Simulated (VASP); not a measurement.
# ZrN (Fm-3m) in VASP: a series of runs

One crystal, ZrN, is run at these levels: PBE; tasks: relaxation of cell and atoms, electrostatic potential.

Everything below comes from runs of VASP 6.6.1. Logs are shortened: lines on timing, memory, paths and dates and some standing lists are left out, and cuts for length are marked.

## 1. The crystal as given

Symmetry: Fm-3m, No. 225, cubic system. The conventional cell has a = 4.560 Å, b = 4.560 Å, c = 4.560 Å, α = 90.00°, β = 90.00°, γ = 90.00°. Zr (site symmetry m-3m) is surrounded by 6 N at 2.28 Å. N (site symmetry m-3m) is surrounded by 6 Zr at 2.28 Å.

The cell was built by a generator and needn't be a form met in nature.

## 2. Relaxation of cell and atoms, PBE

Contents of INCAR:

```
  PREC = Accurate
  ENCUT = 600
  EDIFF = 1E-6
  ISMEAR = 1
  SIGMA = 0.1
  LREAL = False
  LASPH = True
  NELM = 120
  ALGO = Fast
  ISIF = 3
  LWAVE = False
  LCHARG = False
  GGA = PE
  IBRION = 2
  NSW = 60
  EDIFFG = -0.005
```

Contents of KPOINTS:

```
Automatic mesh
0
Gamma
  16 16 16
```

Contents of POSCAR:

```
ZrN
1.0
    0.0000000000      2.2800000000      2.2800000000
    2.2800000000      0.0000000000      2.2800000000
    2.2800000000      2.2800000000      0.0000000000
Zr N
1 1
Direct
    0.0000000000      0.0000000000      0.0000000000
    0.5000000000      0.5000000000      0.5000000000
```

Potentials or basis: VASP PAW PBE potentials, release 64 (Zr_sv, N).

The run is started by

```
$ cat potpaw_PBE.64/Zr_sv/POTCAR potpaw_PBE.64/N/POTCAR > POTCAR
$ mpirun -np 1 vasp_std > vasp.out
```

OUTCAR:

```text
PREC = Accurate
   ENCUT = 600
   EDIFF = 1E-6
   ISMEAR = 1
   LREAL = False
   LASPH = True
   NELM = 120
   ISIF = 3
   GGA = PE
   IBRION = 2
   NSW = 60
   EDIFFG = -0.005

 ion  position               nearest neighbor table
   1  0.000  0.000  0.000-   2 2.28   2 2.28   2 2.28   2 2.28   2 2.28   2 2.28
   2  0.500  0.500  0.500-   1 2.28   1 2.28   1 2.28   1 2.28   1 2.28   1 2.28

  LATTYP: Found a face centered cubic cell.
 ALAT       =     4.5600000000

  Lattice vectors:

 A1 = (   0.0000000000,   2.2800000000,   2.2800000000)
 A2 = (   2.2800000000,   0.0000000000,   2.2800000000)
 A3 = (   2.2800000000,   2.2800000000,   0.0000000000)

Analysis of symmetry for initial positions (statically):
=====================================================================
 Subroutine PRICEL returns:
 Original cell was already a primitive cell.

 Routine SETGRP: Setting up the symmetry group for a
 face centered cubic supercell.

 Subroutine GETGRP returns: Found 48 space group operations
 (whereof 48 operations were pure point group operations)
 out of a pool of 48 trial point group operations.

The static configuration has the point symmetry O_h .

Analysis of symmetry for dynamics (positions and initial velocities):
=====================================================================
 Subroutine PRICEL returns:
 Original cell was already a primitive cell.

 Routine SETGRP: Setting up the symmetry group for a
 face centered cubic supercell.

 Subroutine GETGRP returns: Found 48 space group operations
 (whereof 48 operations were pure point group operations)
 out of a pool of 48 trial point group operations.

The dynamic configuration has the point symmetry O_h .

 Subroutine INISYM returns: Found 48 space group operations
 (whereof 48 operations are pure point group operations),
 and found     1 'primitive' translations

----------------------------------------------------------------------------------------

                                     Primitive cell

  volume of cell :      23.7047

  direct lattice vectors                    reciprocal lattice vectors
     0.000000000  2.280000000  2.280000000    -0.219298246  0.219298246  0.219298246
     2.280000000  0.000000000  2.280000000     0.219298246 -0.219298246  0.219298246
     2.280000000  2.280000000  0.000000000     0.219298246  0.219298246 -0.219298246

  length of vectors
     3.224406922  3.224406922  3.224406922     0.379835703  0.379835703  0.379835703

  position of ions in fractional coordinates (direct lattice)
     0.000000000  0.000000000  0.000000000
     0.500000000  0.500000000  0.500000000

  ion indices of the primitive-cell ions
   primitive index   ion index
                 1           1
                 2           2

----------------------------------------------------------------------------------------

 KPOINTS: Automatic mesh

Automatic generation of k-mesh.
 Grid dimensions read from file:
 generate k-points for:   16   16   16

 Generating k-lattice:

  Cartesian coordinates                     Fractional coordinates (reciprocal lattice)
    -0.013706140  0.013706140  0.013706140     0.062500000  0.000000000  0.000000000
     0.013706140 -0.013706140  0.013706140     0.000000000  0.062500000  0.000000000
     0.013706140  0.013706140 -0.013706140     0.000000000  0.000000000  0.062500000

  Length of vectors
     0.023739731  0.023739731  0.023739731

  Shift w.r.t. Gamma in fractional coordinates (k-lattice)
     0.000000000  0.000000000  0.000000000

 Subroutine IBZKPT returns following result:
 ===========================================

 Found    145 irreducible k-points:

 Following reciprocal coordinates:
            Coordinates               Weight
  0.000000  0.000000  0.000000      1.000000
  0.062500  0.000000  0.000000      8.000000
  0.125000  0.000000  0.000000      8.000000
  0.187500  0.000000  0.000000      8.000000
  0.250000  0.000000  0.000000      8.000000
  0.312500  0.000000  0.000000      8.000000
[... 16 lines left out ...]
 -0.125000  0.062500  0.000000     24.000000
 -0.062500  0.062500  0.000000     12.000000
 [... further k-points ...]
   k-points           NKPTS =    145   k-points in BZ     NKDIM =    145   number of bands    NBANDS=     12
   number of dos      NEDOS =    301   number of ions     NIONS =      2
   total plane-waves  NPLWV =  21952
   dimension x,y,z NGX =    28 NGY =   28 NGZ =   28
   dimension x,y,z NGXF=    56 NGYF=   56 NGZF=   56
   ions per type =               1   1
   NGX,Y,Z   is equivalent  to a cutoff of  14.44, 14.44, 14.44 a.u.
   NGXF,Y,Z  is equivalent  to a cutoff of  28.87, 28.87, 28.87 a.u.
 SYSTEM =  unknown system
   PREC   = accura    normal or accurate (medium, high low for compatibility)
   ISTART =      0    job   : 0-new  1-cont  2-samecut
   ICHARG =      2    charge: 1-file 2-atom 10-const
   ISPIN  =      1    spin polarized calculation?
   LNONCOLLINEAR =      F non collinear calculations
   LSORBIT =      F    spin-orbit coupling
   LASPH  =      T    aspherical Exc in radial PAW
   ENCUT  =  600.0 eV  44.10 Ry    6.64 a.u.   6.44  6.44  6.44*2*pi/ulx,y,z
   NELM   =    120;   NELMIN=  2; NELMDL= -5     # of ELM steps
   EDIFF  = 0.1E-05   stopping-criterion for ELM
   LREAL  =      F    real-space projection
   EDIFFG = -.5E-02   stopping-criterion for IOM
   NSW    =     60    number of steps for IOM
   IBRION =      2    ionic relax: 0-MD 1-quasi-New 2-CG
   NFREE  =      1    steps in history (QN), initial steepest desc. (CG)
   ISIF   =      3    stress and relaxation
   ISYM   =      2    0-nonsym 1-usesym 2-fastsym
   POTIM  = 0.5000    time-step for ionic-motion
   TEBEG  =    0.0;   TEEND  =   0.0 temperature during run
   PSTRESS=    0.0 pullay stress
   NELECT =      17.0000    total number of electrons
   NUPDOWN=      -1.0000    fix difference up-down
   EMIN   =  10.00;   EMAX   =-10.00  energy-range for DOS
   EFERMI =   0.00;   METHOD = LEGACY
   ISMEAR =     1;   SIGMA  =   0.10  broadening in eV -4-tet -1-fermi 0-gaus
   EFERMI_NEDOS =   21; number of points for ismear=-14 and -15
   IALGO  =     68    algorithm
   IMIX   =      4    mixing-type and parameters
     AMIX     =   0.40;   BMIX     =  1.00
     AMIX_MAG =   1.60;   BMIX_MAG =  1.00
  volume/ion in A,a.u.               =      11.85        79.98
  Fermi-wavevector in a.u.,A,eV,Ry     =   1.465367  2.769141 29.215781  2.147299
  Thomas-Fermi vector in A             =   2.581232
   LORBIT       =      0    0 simple, 1 ext, 2 COOP (PROOUT), +10 PAW based schemes
   GGA     = PE    functional components
   LHFCALC =     F    Hartree Fock is set to
   AEXX    =    0.0000 exact exchange contribution
   IVDW    =     0    specifies the selected vdW correction
   LEPSILON=     F    determine dielectric tensor
   LRPA    =     F    only Hartree local field effects (RPA)
 conjugate gradient relaxation of ions
 non-spin polarized calculation
 RMM-DIIS sequential band-by-band and
 Methfessel and Paxton  Order N= 1 SIGMA  =   0.10
  energy-cutoff  :      600.00
  volume of cell :       23.70
 maximum number of plane-waves:       817
 NGX is ok and might be reduce to    28
   NGX = 13   NGY = 13   NGZ = 13

--------------------------------------- Ionic step        1  -------------------------------------------

 number of electron      17.0000000 magnetization

 Free energy of the ion-electron system (eV)
  ---------------------------------------------------
  ext. energy  EPLUGINS =         0.00000000
  ---------------------------------------------------
  free energy    TOTEN  =       -20.36153583 eV

  energy without entropy =      -20.36092562  energy(sigma->0) =      -20.36133242

------------------------ aborting loop because EDIFF is reached ----------------------------------------

  FORCE on cell =-STRESS in cart. coord.  units (eV):
  Direction    XX          YY          ZZ          XY          YZ          ZX
  --------------------------------------------------------------------------------------
  -------------------------------------------------------------------------------------
  Total        0.9035197      0.9035197      0.9035197      0.0000000      0.0000000      0.0000000
  in kB       61.0679986     61.0679986     61.0679986      0.0000000      0.0000000      0.0000000
  external PRESSURE =      61.0679986 kB  Pullay stress =       0.0000000 kB
[... 93 lines left out ...]
  energy  without entropy=      -20.3713327617  energy(sigma->0) =      -20.37173577

--------------------------------------- Ionic step        4  -------------------------------------------

 number of electron      17.0000000 magnetization

 Free energy of the ion-electron system (eV)
  ---------------------------------------------------
  ext. energy  EPLUGINS =         0.00000000
  ---------------------------------------------------
  free energy    TOTEN  =       -20.37193864 eV

  energy without entropy =      -20.37133399  energy(sigma->0) =      -20.37173709

 E-fermi :  11.8786     XC(G=0): -12.4689

 val. band max:       11.8747125696   @ k =   0.4375   0.1875   0.0625
 cond. band min:      11.8886885429   @ k =  -0.1250   0.0625   0.0000
 fundamental gap:      0.0139759732
 Fermi energy:        11.8785969935

 k-point     1 :       0.0000    0.0000    0.0000
  band No.  band energies     occupation
      1     -37.7292      2.00000
      2     -15.3571      2.00000
      3     -15.3571      2.00000
      4     -15.3571      2.00000
      5      -4.3604      2.00000
      6       9.2364      2.00000
      7       9.2364      2.00000
      8       9.2364      2.00000
      9      11.4852      2.00000
     10      11.4852      2.00000
     11      11.4852      2.00000
     12      13.4499     -0.00000
[... 331 lines left out ...]
 k-point    24 :      -0.0625    0.0625    0.0000
  band No.  band energies     occupation
      1     -37.7157      2.00000
      2     -15.4719      2.00000
      3     -15.3844      2.00000
      4     -15.3584      2.00000
      5      -4.1574      2.00000
      6       8.3482      2.00000
      7       8.5798      2.00000
      8       8.9078      2.00000
      9      11.6362      2.00323
     10      11.6676      2.01101
     11      12.0497     -0.03615
     12      13.7793     -0.00000

 [... further k-points ...]
[... 5 lines left out ...]
  --------------------------------------------------------------------------------------
  -------------------------------------------------------------------------------------
  Total        0.0053008      0.0053008      0.0053008      0.0000000      0.0000000     -0.0000000
  in kB        0.3501047      0.3501047      0.3501047      0.0000000      0.0000000     -0.0000000
  external PRESSURE =       0.3501047 kB  Pullay stress =       0.0000000 kB
[... 17 lines left out ...]
  FREE ENERGIE OF THE ION-ELECTRON SYSTEM (eV)
  ---------------------------------------------------
  free  energy   TOTEN  =       -20.3719386357 eV

  energy  without entropy=      -20.3713339858  energy(sigma->0) =      -20.37173709

 reached required accuracy - stopping structural energy minimisation
```

Wall time 2 min (1 thread of Intel Xeon 6975P-C (Granite Rapids), shared host); peak memory 0.21 GiB.

What came out:

```
Free energy                            : -20.3719 eV
Relaxed volume                         : 12.13 Å³/atom
Relaxed cell                           : a = 3.249 Å, b = 3.249 Å, c = 3.249 Å, α = 60.00°, β = 60.00°, γ = 60.00°
Space group after relaxing (to 0.05 Å) : Fm-3m (No. 225)
Energy gained by relaxing              : 5.2 meV/atom
Ionic steps                            : 4
Pressure after relaxing                : 0.0 GPa
Band gap on the k mesh                 : none (metal or under the smearing width)
```

The path:
```tsv
step	energy change (eV)	largest force (eV/Å)	pressure (GPa)	volume (Å³)
1	0.0000	0.0000	6.11	23.70
2	0.0209	0.0000	-9.51	25.29
3	-0.0104	0.0000	-0.16	24.27
4	-0.0104	0.0000	0.04	24.26
```

Final structure:
```xyz
2
Lattice="0.0000 2.2976 2.2976 2.2976 0.0000 2.2976 2.2976 2.2976 0.0000" Properties=species:S:1:pos:R:3 pbc="T T T"
Zr    0.0000    0.0000    0.0000
N     2.2976    2.2976    2.2976
```

## 3. Electrostatic potential, PBE

This run uses another cell than the first one, of 12.13 Å³/atom, 1.023 times its volume.

Contents of INCAR:

```
SYSTEM = ZrN
ALGO     = Fast           ! electronic algorithm
EDIFF    = 1E-6           ! SCF threshold, eV
ENCUT    = 520            ! plane-wave cutoff, eV
GGA      = PE             ! functional
ISIF     = 2              ! what is computed and relaxed
ISMEAR   = 1              ! smearing method
LASPH    = .TRUE.         ! aspherical terms in the spheres
LCHARG   = .TRUE.         ! write CHGCAR
LREAL    = .FALSE.        ! projectors in reciprocal space
LVHAR    = .TRUE.       
LWAVE    = .FALSE.        ! write WAVECAR
NELM     = 60             ! most SCF steps
PREC     = Accurate       ! precision mode
SIGMA    = 0.1            ! smearing width, eV
```

Contents of KPOINTS:

```
k-points
0
G
  16 16 16
  0 0 0
```

Contents of POSCAR:

```
ZrN                                     
1.0
    0.0000000000      2.2975955252      2.2975955252
    2.2975955252      0.0000000000      2.2975955252
    2.2975955252      2.2975955252      0.0000000000
  Zr              N             
     1     1
Direct
     0.0000000000000000    0.0000000000000000    0.0000000000000000
     0.5000000000000000    0.5000000000000000    0.5000000000000000
```

Potentials or basis: VASP PAW PBE potentials, release 64 (Zr_sv, N).

The run is started by

```
$ cat potpaw_PBE.64/Zr_sv/POTCAR potpaw_PBE.64/N/POTCAR > POTCAR
$ mpirun -np 1 vasp_std > vasp.out
```

OUTCAR:

```text
SYSTEM = ZrN
   EDIFF = 1E-6
   ENCUT = 520
   GGA = PE
   ISIF = 2
   ISMEAR = 1
   LASPH = .TRUE.
   LREAL = .FALSE.
   NELM = 60
   PREC = Accurate

 ion  position               nearest neighbor table
   1  0.000  0.000  0.000-   2 2.30   2 2.30   2 2.30   2 2.30   2 2.30   2 2.30
   2  0.500  0.500  0.500-   1 2.30   1 2.30   1 2.30   1 2.30   1 2.30   1 2.30

  LATTYP: Found a face centered cubic cell.
 ALAT       =     4.5951910504

  Lattice vectors:

 A1 = (   0.0000000000,   2.2975955252,   2.2975955252)
 A2 = (   2.2975955252,   0.0000000000,   2.2975955252)
[... 539 lines left out ...]
      8       8.9079      2.00000
      9      11.6363      2.00324
     10      11.6676      2.01103
     11      12.0497     -0.03610
     12      14.3941      0.00000

 [... further k-points ...]
[... 5 lines left out ...]
  --------------------------------------------------------------------------------------
  -------------------------------------------------------------------------------------
  Total        0.0227213      0.0227213      0.0227213     -0.0000000     -0.0000000      0.0000000
  in kB        1.5006972      1.5006972      1.5006972     -0.0000000     -0.0000000      0.0000000
  external PRESSURE =       1.5006972 kB  Pullay stress =       0.0000000 kB

 VOLUME and BASIS-vectors are now :
 -----------------------------------------------------------------------------
  energy-cutoff  :      520.00
  volume of cell :       24.26
      direct lattice vectors                 reciprocal lattice vectors
     0.000000000  2.297595525  2.297595525    -0.217618808  0.217618808  0.217618808
     2.297595525  0.000000000  2.297595525     0.217618808 -0.217618808  0.217618808
     2.297595525  2.297595525  0.000000000     0.217618808  0.217618808 -0.217618808

 POSITION                                       TOTAL-FORCE (eV/Angst)
 -----------------------------------------------------------------------------------
      0.00000      0.00000      0.00000         0.000000     -0.000000     -0.000000
      2.29760      2.29760      2.29760         0.000000      0.000000      0.000000
 -----------------------------------------------------------------------------------
    total drift:                                0.000000     -0.000000     -0.000000

  FREE ENERGIE OF THE ION-ELECTRON SYSTEM (eV)
  ---------------------------------------------------
  free  energy   TOTEN  =       -20.3708027030 eV

  energy  without entropy=      -20.3701981939  energy(sigma->0) =      -20.37060120
```

OSZICAR:

```text
N       E                     dE             d eps       ncg     rms          rms(c)
DAV:   1     0.128382552768E+03    0.12838E+03   -0.95023E+03  3480   0.140E+03
DAV:   2    -0.169453886072E+02   -0.14533E+03   -0.13881E+03  4096   0.369E+02
DAV:   3    -0.235746441840E+02   -0.66293E+01   -0.65180E+01  4772   0.756E+01
[... 12 lines left out ...]
RMM:  16    -0.203707932295E+02   -0.16053E-04   -0.18924E-04  5912   0.958E-02    0.299E-02
RMM:  17    -0.203707985436E+02   -0.53141E-05   -0.53595E-05  5509   0.458E-02    0.210E-02
RMM:  18    -0.203708010876E+02   -0.25440E-05   -0.26195E-05  5105   0.345E-02    0.899E-03
RMM:  19    -0.203708021333E+02   -0.10456E-05   -0.10433E-05  4652   0.232E-02    0.213E-03
RMM:  20    -0.203708027030E+02   -0.56976E-06   -0.53882E-06  3716   0.146E-02
   1 F= -.20370803E+02 E0= -.20370601E+02  d E =-.604509E-03
```

stdout:

```text
POSCAR found type information on POSCAR ZrN
 POSCAR found :  2 types and       2 ions
 scaLAPACK will be used
 LDA part: xc-table for (Slater+PW92), standard interpolation
 POSCAR, INCAR and KPOINTS ok, starting setup
 FFT: planning ... GRIDC
 FFT: planning ... GRID_SOFT
 FFT: planning ... GRID
 WAVECAR not read
 entering main loop
WARNING in EDDRMM: call to ZHEGV failed, returncode =   8  4      5
WARNING in EDDRMM: call to ZHEGV failed, returncode =   6  3      6
```

Run time: 20 s. Hardware: 1 thread of Intel Xeon 6975P-C (Granite Rapids), shared host; peak memory 0.17 GiB.

What came out:

| Property | Result |
| --- | --- |
| Free energy | -20.3708 eV |
| Pressure | 0.2 GPa |
| Band gap on the k mesh | none (metal or under the smearing width) |
